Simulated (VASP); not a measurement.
Input of a VASP 6.6.1 run:

Contents of INCAR:

```
  PREC = Accurate
  ENCUT = 520
  EDIFF = 1E-6
  ISMEAR = -1
  SIGMA = 0.05
  LREAL = Auto
  LASPH = T
  NELM = 100
  ALGO = Normal
  ISIF = 2
  LWAVE = F
  LCHARG = F
  GGA = PE
  IVDW = 12
  NBANDS = 66
```

File KPOINTS:

```
regular mesh
0
Gamma
  1 1 1
```

Contents of POSCAR:

```
H21O10F
1.0
    6.9382320000      0.0000000000      0.0000000000
    0.0000000000      6.9382320000      0.0000000000
    0.0000000000      0.0000000000      6.9382320000
O H F
10 21 1
Direct
    0.8218087836      0.7468905623      0.5644953931
    0.1912446860      0.1609631964      0.6400045429
    1.0112086191     -0.0173675369      0.3647038612
    0.2833142507      1.1578453992      1.0141776752
    0.8181334957      0.1624044858      0.0984112379
    0.2755889397      0.5609642341      0.4582579539
   -0.0245451579      0.4727140862      0.0532844679
    0.6029778191      0.9666151262      0.8719080019
    0.5455856766      0.1479627663      0.5493330289
    0.1766876634      0.6729235921      0.8275595281
    0.8679732820      0.8709711638      0.5035576787
    0.7733670480      0.7904319141      0.6866446668
    0.1861713474      0.2956949263      0.6099104210
    0.3190005754      0.1530937564      0.5875271971
    1.0723769398      0.0653624727      0.4629997959
    0.9332348644      0.0914353974      0.3219408057
    0.2269886622      1.1550348850      0.8888143262
    0.1721908405      1.1163218526      1.0719157272
    0.7173008916      0.2019102273      0.1867622760
    0.8424048086      0.2931294312      0.0451123572
    0.1975575334      0.6687294400      0.4249209309
    0.3963113370      0.6240782955      0.4283800253
    0.0092674906      0.5355687155     -0.0732319127
    0.0798762567      0.3764359566      0.0755379757
    0.6889651427      1.0251603002      0.9717605292
    0.4902401649      1.0293832780      0.9233908581
    0.6026030839      0.2735134830      0.5605750860
    0.6122164840      0.0962204781      0.6733559789
    0.2728937285      0.6345276434      0.9202488473
    0.2396720087      0.6259375587      0.7090134778
    0.7011872765      0.6024157163      0.4306140239
    0.6137298378      0.5235627751      0.3635364168
```

Potentials or basis: VASP PAW PBE potentials, release 64 (O, H, F).

The run is started by

```sh
$ cat potpaw_PBE.64/O/POTCAR potpaw_PBE.64/H/POTCAR potpaw_PBE.64/F/POTCAR > POTCAR
$ mpirun -np 1 vasp_gam > vasp.out
```

Task: Predict the pressure.

Result: 4.9 GPa.

Task: What does it give for the dispersion energy per atom?

Result: -0.032 eV.

Task: Estimate the band gap on the k mesh.

Result: 4.79 eV, direct.

Forces in eV/Å, atoms in the order of the input:
```
O   -0.113 -0.160 -0.376
O   -1.784  0.360  0.530
O   -0.043  0.851  0.211
O    2.416  1.312 -0.181
O   -0.945 -0.332  0.467
O   -0.156  0.019  0.510
O    0.197 -0.440 -0.269
O    0.864 -0.226  0.005
O    1.498 -0.435  0.994
O    0.410 -0.024 -0.469
H    0.327 -0.786 -0.503
H   -0.597 -0.095  0.829
H   -0.938  1.495  0.020
H    2.493 -1.220 -0.431
H    1.172 -0.618  1.057
H   -0.640 -0.425 -1.443
H    0.156  0.236 -2.499
H   -2.617 -1.785  2.913
H   -0.583 -0.254  0.575
H    0.716  0.757 -0.416
H   -1.884  0.683 -0.303
H    1.141 -0.801 -0.118
H    0.300  0.082  0.665
H   -0.191  0.979 -0.193
H    0.966 -0.291 -0.335
H   -1.688 -0.048  0.055
H   -0.108  1.253 -0.856
H   -1.209 -0.792 -0.710
H    0.273  0.209  0.758
H   -0.393  0.183 -0.607
H    1.580  1.642  1.228
F   -0.619 -1.330 -1.108
```
